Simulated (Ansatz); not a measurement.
Convergence of TiO$_{2}$ with the occupation rule

Theory: Ansatz 0.2.0, DFT r2SCAN, scalar-relativistic, plane waves, PAW.

```
CELL_PARAMETERS angstrom
2.70603 -2.70666 0.00000
2.70603 2.70666 0.00000
-2.63353 0.00000 4.79664
ATOMIC_POSITIONS crystal
Ti 0.13411 0.86589 0.25000
Ti 0.86589 0.13411 0.75000
O 0.33122 0.08876 0.66715
O 0.66878 0.91124 0.33285
O 0.91124 0.66878 0.83285
O 0.08876 0.33122 0.16715
```

* plane-wave cutoff: 500 eV
* Γ-centred k-mesh: 8×8×6
* spin treatment: unpolarised

The atoms stay fixed while the occupation rule is varied. ΔE is the energy extrapolated to zero smearing, less that of the reference run (8×8×6 Γ-centred mesh, Gaussian smearing 0.02 eV). The cell isn't necessarily relaxed at this level. Pressure is positive in compression.

| rule, width (eV) | ΔE (meV/atom) | ΔF, free energy (meV/atom) | P (GPa) | largest change of a force component (eV/Å) | gap on mesh (eV) | width that the program used (eV) |
| --- | --- | --- | --- | --- | --- | --- |
| Gaussian 0.02 | 0.00 | 0.00 | -6.36 | 0.000 | 2.441 | 0.02 |
| Methfessel–Paxton 0.25 | ? | ? | ? | ? | ? | ? |
| Methfessel–Paxton 0.5 | -0.01 | 0.00 | -6.37 | 0.000 | 2.441 | 0.5 |
| Methfessel–Paxton 0.99 | ? | ? | ? | ? | ? | ? |
| cold 0.13 | 0.00 | 0.00 | -6.36 | 0.000 | 2.441 | 0.13 |
| cold 0.25 | ? | ? | ? | ? | ? | ? |
| cold 0.99 | 0.00 | 0.00 | -6.36 | 0.000 | 2.441 | 0.346 |
| tetrahedron | 0.00 | 0.00 | -6.36 | 0.000 | 2.441 | 0.1 |
| fixed | 0.00 | 0.00 | -6.36 | 0.000 | 2.441 | 0 |

**Question.** Fill in the withheld rows.

**Answer.** The withheld rows:

```json
{"rule, width (eV)": "Methfessel–Paxton 0.25", "ΔE (meV/atom)": "0.00", "ΔF, free energy (meV/atom)": "0.00", "P (GPa)": "-6.36", "largest change of a force component (eV/Å)": "0.000", "gap on mesh (eV)": "2.441", "width that the program used (eV)": "0.25"}
{"rule, width (eV)": "Methfessel–Paxton 0.99", "ΔE (meV/atom)": "-4.18", "ΔF, free energy (meV/atom)": "4.67", "P (GPa)": "-6.90", "largest change of a force component (eV/Å)": "0.030", "gap on mesh (eV)": "2.394", "width that the program used (eV)": "0.99"}
{"rule, width (eV)": "cold 0.25", "ΔE (meV/atom)": "0.00", "ΔF, free energy (meV/atom)": "0.00", "P (GPa)": "-6.36", "largest change of a force component (eV/Å)": "0.000", "gap on mesh (eV)": "2.441", "width that the program used (eV)": "0.25"}
```